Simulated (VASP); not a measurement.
# HSe (P1) in VASP: further runs, part 2 of 2

VASP 6.6.1. The steps go on from the part before.

## Step 4: Single point, PBE

Contents of INCAR:

```
PREC = Accurate ; ENCUT = 520
EDIFF = 1E-7 ; ISMEAR = -1
SIGMA = 0.05 ; LREAL = F
LASPH = T ; NELM = 80
ALGO = Fast ; ISIF = 2
LWAVE = F ; LCHARG = T
GGA = PE ; LELF = T
LVHAR = T ; NBANDS = 15
```

Contents of KPOINTS:

```
regular mesh
0
Gamma
  4 4 3
```

Contents of POSCAR:

```
HSe
1.0
    1.9475100000      3.3731830000      0.0000000000
   -1.9475100000      3.3731830000      0.0000000000
    0.0000000000      0.0000000000      6.4692030000
Se H
2 2
Direct
    0.3261669037      0.3373529824      0.2481905422
    0.6736048379      0.6647453198      0.7540069465
   -0.1457204452      0.0287469516     -0.0968561351
    0.1557725159     -0.1852891475      0.4246949740
```

Potentials or basis: VASP PAW PBE potentials, release 64 (Se, H).

Launch:

```console
$ cat potpaw_PBE.64/Se/POTCAR potpaw_PBE.64/H/POTCAR > POTCAR
$ mpirun -np 1 vasp_std > vasp.out
```

OUTCAR:

```text
PREC = Accurate
   ENCUT = 520
   EDIFF = 1E-7
   ISMEAR = -1
   LREAL = F
   LASPH = T
   NELM = 80
   ISIF = 2
   GGA = PE

 ion  position               nearest neighbor table
   1  0.326  0.337  0.248-
   2  0.674  0.665  0.754-
   3  0.854  0.029  0.903-
   4  0.156  0.815  0.425-

  LATTYP: Found a hexagonal cell.
 ALAT       =     3.8950171696
 C/A-ratio  =     1.6608920367

  Lattice vectors:

 A1 = (   1.9475100000,  -3.3731830000,   0.0000000000)
 A2 = (   1.9475100000,   3.3731830000,   0.0000000000)
 A3 = (   0.0000000000,   0.0000000000,   6.4692030000)

Analysis of symmetry for initial positions (statically):
=====================================================================
 Subroutine PRICEL returns:
 Original cell was already a primitive cell.

 Routine SETGRP: Setting up the symmetry group for a
 hexagonal supercell.

 Subroutine GETGRP returns: Found  1 space group operations
 (whereof  1 operations were pure point group operations)
 out of a pool of 24 trial point group operations.

The static configuration has the point symmetry C_1 .

Analysis of symmetry for dynamics (positions and initial velocities):
=====================================================================
 Subroutine PRICEL returns:
 Original cell was already a primitive cell.

 Routine SETGRP: Setting up the symmetry group for a
 hexagonal supercell.

 Subroutine GETGRP returns: Found  1 space group operations
 (whereof  1 operations were pure point group operations)
 out of a pool of 24 trial point group operations.

The dynamic configuration has the point symmetry C_1 .

 Subroutine INISYM returns: Found  1 space group operations
 (whereof  1 operations are pure point group operations),
 and found     1 'primitive' translations

----------------------------------------------------------------------------------------

                                     Primitive cell

  volume of cell :      84.9964

  direct lattice vectors                    reciprocal lattice vectors
     1.947510000  3.373183000  0.000000000     0.256738091  0.148227950  0.000000000
    -1.947510000  3.373183000  0.000000000    -0.256738091  0.148227950  0.000000000
     0.000000000  0.000000000  6.469203000     0.000000000  0.000000000  0.154578547

  length of vectors
     3.895017170  3.895017170  6.469203000     0.296455684  0.296455684  0.154578547

  position of ions in fractional coordinates (direct lattice)
     0.326166904  0.337352982  0.248190542
     0.673604838  0.664745320  0.754006946
     0.854279555  0.028746952  0.903143865
     0.155772516  0.814710852  0.424694974

  ion indices of the primitive-cell ions
   primitive index   ion index
                 1           1
                 2           2
                 3           3
                 4           4

----------------------------------------------------------------------------------------

 KPOINTS: regular mesh

Automatic generation of k-mesh.
 Grid dimensions read from file:
 generate k-points for:    4    4    3

[... 46 lines left out ...]
   number of dos      NEDOS =    301   number of ions     NIONS =      4
   total plane-waves  NPLWV =  43200
   dimension x,y,z NGX =    30 NGY =   30 NGZ =   48
   dimension x,y,z NGXF=    60 NGYF=   60 NGZF=   96
   ions per type =               2   2
   NGX,Y,Z   is equivalent  to a cutoff of  12.80, 12.80, 12.34 a.u.
   NGXF,Y,Z  is equivalent  to a cutoff of  25.61, 25.61, 24.67 a.u.
 SYSTEM =  unknown system
   PREC   = accura    normal or accurate (medium, high low for compatibility)
   ISTART =      0    job   : 0-new  1-cont  2-samecut
   ICHARG =      2    charge: 1-file 2-atom 10-const
   ISPIN  =      1    spin polarized calculation?
   LNONCOLLINEAR =      F non collinear calculations
   LSORBIT =      F    spin-orbit coupling
   LASPH  =      T    aspherical Exc in radial PAW
   ENCUT  =  520.0 eV  38.22 Ry    6.18 a.u.   7.24  7.24 12.03*2*pi/ulx,y,z
   NELM   =     80;   NELMIN=  2; NELMDL= -5     # of ELM steps
   EDIFF  = 0.1E-06   stopping-criterion for ELM
   LREAL  =      F    real-space projection
   EDIFFG = 0.1E-05   stopping-criterion for IOM
   NSW    =      0    number of steps for IOM
   IBRION =     -1    ionic relax: 0-MD 1-quasi-New 2-CG
   NFREE  =      0    steps in history (QN), initial steepest desc. (CG)
   ISIF   =      2    stress and relaxation
   ISYM   =      2    0-nonsym 1-usesym 2-fastsym
   POTIM  = 0.5000    time-step for ionic-motion
   TEBEG  =    0.0;   TEEND  =   0.0 temperature during run
   PSTRESS=    0.0 pullay stress
   NELECT =      14.0000    total number of electrons
   NUPDOWN=      -1.0000    fix difference up-down
   EMIN   =  10.00;   EMAX   =-10.00  energy-range for DOS
   EFERMI =   0.00;   METHOD = LEGACY
   ISMEAR =    -1;   SIGMA  =   0.05  broadening in eV -4-tet -1-fermi 0-gaus
   EFERMI_NEDOS =   21; number of points for ismear=-14 and -15
   IALGO  =     68    algorithm
   IMIX   =      4    mixing-type and parameters
     AMIX     =   0.40;   BMIX     =  1.00
     AMIX_MAG =   1.60;   BMIX_MAG =  1.00
  volume/ion in A,a.u.               =      21.25       143.40
  Fermi-wavevector in a.u.,A,eV,Ry     =   0.897396  1.695832 10.957034  0.805319
  Thomas-Fermi vector in A             =   2.019975
   LORBIT       =      0    0 simple, 1 ext, 2 COOP (PROOUT), +10 PAW based schemes
   GGA     = PE    functional components
   LHFCALC =     F    Hartree Fock is set to
   AEXX    =    0.0000 exact exchange contribution
   IVDW    =     0    specifies the selected vdW correction
   LEPSILON=     F    determine dielectric tensor
   LRPA    =     F    only Hartree local field effects (RPA)
 non-spin polarized calculation
 RMM-DIIS sequential band-by-band and
  energy-cutoff  :      520.00
  volume of cell :       85.00
 maximum number of plane-waves:      2298
 NGX is ok and might be reduce to    30
   NGX = 15   NGY = 15   NGZ = 25

 number of electron      14.0000001 magnetization

 Free energy of the ion-electron system (eV)
  ---------------------------------------------------
  ext. energy  EPLUGINS =         0.00000000
  ---------------------------------------------------
  free energy    TOTEN  =        -9.40876148 eV

  energy without entropy =       -9.36134547  energy(sigma->0) =       -9.38505348

 E-fermi :  -0.3655     XC(G=0):  -8.0143

 val. band max:       -0.3754971922   @ k =   0.0000   0.0000   0.3333
 cond. band min:      -0.3408712024   @ k =   0.5000  -0.2500   0.3333
 fundamental gap:      0.0346259898
 Fermi energy:        -0.3655175205

 k-point     1 :       0.0000    0.0000    0.0000
  band No.  band energies     occupation
      1     -12.7793      2.00000
      2     -12.0732      2.00000
      3      -4.3384      2.00000
      4      -1.4439      2.00000
      5      -0.4361      1.60783
      6       0.0136      0.00102
      7       0.1691      0.00005
      8       0.2873      0.00000
      9       1.0096      0.00000
     10       2.6879      0.00000
     11       6.7975      0.00000
     12       7.9729      0.00000
     13       9.3505      0.00000
     14       9.5565      0.00000
[... 401 lines left out ...]
      2     -11.8381      2.00000
      3      -4.1846      2.00000
      4      -3.2671      2.00000
      5      -2.1659      2.00000
      6      -1.8761      2.00000
      7      -0.9096      1.99996
      8      -0.3409      0.75841
      9       1.9441      0.00000
     10       2.9163      0.00000
     11       7.2081      0.00000
     12       7.9216      0.00000
     13       9.0330      0.00000
     14       9.2369      0.00000
     15       9.5496      0.00000

 [... further k-points ...]

------------------------ aborting loop because EDIFF is reached ----------------------------------------

  FORCE on cell =-STRESS in cart. coord.  units (eV):
  Direction    XX          YY          ZZ          XY          YZ          ZX
  --------------------------------------------------------------------------------------
  -------------------------------------------------------------------------------------
  Total       -4.8724895     -7.1612540     -4.8442234      2.4548294     -2.4979413      1.6096026
  in kB      -91.8461841   -134.9892817    -91.3133700     46.2734127    -47.0860688     30.3409295
  external PRESSURE =    -106.0496119 kB  Pullay stress =       0.0000000 kB

 VOLUME and BASIS-vectors are now :
 -----------------------------------------------------------------------------
  energy-cutoff  :      520.00
  volume of cell :       85.00
      direct lattice vectors                 reciprocal lattice vectors
     1.947510000  3.373183000  0.000000000     0.256738091  0.148227950  0.000000000
    -1.947510000  3.373183000  0.000000000    -0.256738091  0.148227950  0.000000000
     0.000000000  0.000000000  6.469203000     0.000000000  0.000000000  0.154578547

 POSITION                                       TOTAL-FORCE (eV/Angst)
 -----------------------------------------------------------------------------------
     -0.02179      2.23817      1.60560        -1.557598      1.239417      1.517317
      0.01725      4.51450      4.87782        -0.078418      1.409323      1.212232
      1.60773      2.97861      5.84262        -0.067484     -1.480719     -1.205483
     -1.28329      3.27362      2.74744         1.703501     -1.168021     -1.524066
 -----------------------------------------------------------------------------------
    total drift:                               -0.000124      0.000037     -0.000089

  FREE ENERGIE OF THE ION-ELECTRON SYSTEM (eV)
  ---------------------------------------------------
  free  energy   TOTEN  =        -9.4087614822 eV

  energy  without entropy=       -9.3613454683  energy(sigma->0) =       -9.38505348
```

OSZICAR:

```text
N       E                     dE             d eps       ncg     rms          rms(c)
DAV:   1     0.498632588448E+02    0.49863E+02   -0.52455E+03   780   0.745E+02
DAV:   2    -0.565871919414E+01   -0.55522E+02   -0.52366E+02  1041   0.120E+02
DAV:   3    -0.940599875981E+01   -0.37473E+01   -0.37149E+01   997   0.340E+01
DAV:   4    -0.943349220854E+01   -0.27493E-01   -0.27490E-01   976   0.350E+00
DAV:   5    -0.943366240715E+01   -0.17020E-03   -0.17020E-03  1011   0.283E-01    0.246E+00
RMM:   6    -0.940878201531E+01    0.24880E-01   -0.22831E-02   782   0.710E-01    0.135E+00
RMM:   7    -0.940887362114E+01   -0.91606E-04   -0.12681E-02   828   0.670E-01    0.392E-01
RMM:   8    -0.941244373801E+01   -0.35701E-02   -0.20626E-03   906   0.275E-01    0.429E-01
RMM:   9    -0.940867228007E+01    0.37715E-02   -0.92095E-04   849   0.169E-01    0.551E-02
RMM:  10    -0.940874904909E+01   -0.76769E-04   -0.15009E-04   991   0.857E-02    0.260E-02
RMM:  11    -0.940876015855E+01   -0.11109E-04   -0.19855E-05   999   0.324E-02    0.622E-03
RMM:  12    -0.940876125290E+01   -0.10944E-05   -0.32310E-06  1010   0.132E-02    0.167E-03
RMM:  13    -0.940876141668E+01   -0.16378E-06   -0.50388E-07  1007   0.512E-03    0.697E-04
RMM:  14    -0.940876148223E+01   -0.65551E-07   -0.82646E-08   777   0.203E-03
   1 F= -.94087615E+01 E0= -.93850535E+01  d E =-.474160E-01
```

Run time: 47 s. Hardware: 1 thread of AMD EPYC 7R43 (Zen 3), shared host; peak memory 0.16 GiB.

Results:

| Property | Result |
| --- | --- |
| Free energy | -9.4088 eV |
| Pressure | -10.6 GPa |
| Largest force | 2.567 eV/Å |
| Band gap on the k mesh | none (metal or under the smearing width) |

Forces on the atoms (eV/Å):
```
Se  -1.558  1.239  1.517
Se  -0.078  1.409  1.212
H   -0.067 -1.481 -1.205
H    1.704 -1.168 -1.524
```

Levels at points of the mesh, in eV from the Fermi level:
```csv
k point,band 3,band 4,band 5,band 6,band 7,band 8,band 9,band 10,band 11,band 12
"(0.00, 0.00, 0.00)",-3.97,-1.08,-0.07,0.38,0.53,0.65,1.38,3.05,7.16,8.34
"(0.50, 0.00, 0.00)",-3.64,-2.36,-1.66,-1.40,-0.70,0.05,1.58,2.39,6.84,8.81
"(0.50, 0.50, 0.00)",-4.31,-3.44,-1.41,-1.02,-0.30,0.12,2.31,3.08,6.99,7.47
"(0.00, 0.50, 0.00)",-4.34,-3.52,-1.42,-0.83,-0.30,0.17,2.14,2.98,7.03,7.71
```

Caveat: the k mesh is coarse (spacing up to 0.47 Å⁻¹), so the values aren't converged; forces of over 1 eV/Å show positions far from the minimum, so gaps and moduli don't describe the material at rest.

## Step 5: Molecular dynamics, PBE

Contents of INCAR:

```
SYSTEM = HSe
  PREC = Accurate
  ENCUT = 520
  EDIFF = 1E-5
  ISMEAR = -1
  SIGMA = 0.05
  LREAL = .False.
  LASPH = .True.
  NELM = 80
  ALGO = Normal
  ISIF = 2
  LWAVE = .False.
  LCHARG = .True.
  GGA = PE
  IBRION = 0
  NSW = 20
  POTIM = 0.5
  TEBEG = 900.0
  TEEND = 900.0
  ISYM = 0
  NELMIN = 4
  RANDOM_SEED = 121097 0 0
  MDALGO = 1
  ANDERSEN_PROB = 0.0
```

Contents of KPOINTS:

```
regular mesh
0
Gamma
  4 4 3
  0 0 0
```

Contents of POSCAR:

```
HSe
1.0
    1.9475100000      3.3731830000      0.0000000000
   -1.9475100000      3.3731830000      0.0000000000
    0.0000000000      0.0000000000      6.4692030000
Se H
2 2
Direct
    0.3333000000      0.3334000000      0.2500000000
    0.6666000000      0.6667000000      0.7500000000
    0.0000000000      0.0000000000      0.0000000000
    0.0000000000      0.0000000000      0.5000000000
```

Launch:

```console
$ cat potpaw_PBE.64/Se/POTCAR potpaw_PBE.64/H/POTCAR > POTCAR
$ mpirun -np 1 vasp_std > vasp.out
```

It took 3.3 min on 1 thread of AMD EPYC 7R43 (Zen 3), shared host; peak memory 0.19 GiB.

Step by step:
```
step  potential energy change (eV)  largest force (eV/Å)  pressure (GPa)  volume (Å³)  temperature (K)
   1                        0.0000                0.0009          -11.27        85.00              900
   2                       -0.0015                0.0889          -11.27        85.00              904
   3                       -0.0061                0.1789          -11.26        85.00              916
   4                       -0.0139                0.2714          -11.26        85.00              936
   5                       -0.0253                0.3667          -11.26        85.00              965
   6                       -0.0406                0.4652          -11.25        85.00             1005
   7                       -0.0604                0.5673          -11.25        85.00             1056
   8                       -0.0853                0.6731          -11.25        85.00             1120
   9                       -0.1161                0.7828          -11.25        85.00             1200
  10                       -0.1537                0.8966          -11.25        85.00             1297
  11                       -0.1991                1.0149          -11.26        85.00             1415
  12                       -0.2538                1.1598          -11.27        85.00             1556
  13                       -0.3191                1.3253          -11.28        85.00             1724
  14                       -0.3969                1.5046          -11.29        85.00             1925
  15                       -0.4891                1.6979          -11.29        85.00             2164
  16                       -0.5984                1.9051          -11.28        85.00             2446
  17                       -0.7275                2.1256          -11.26        85.00             2779
  18                       -0.8796                2.3570          -11.22        85.00             3172
  19                       -1.0583                2.5905          -11.15        85.00             3634
  20                       -1.2667                2.8075          -11.04        85.00             4171
```

Caveat: the k mesh is coarse (spacing up to 0.47 Å⁻¹), so the values aren't converged.
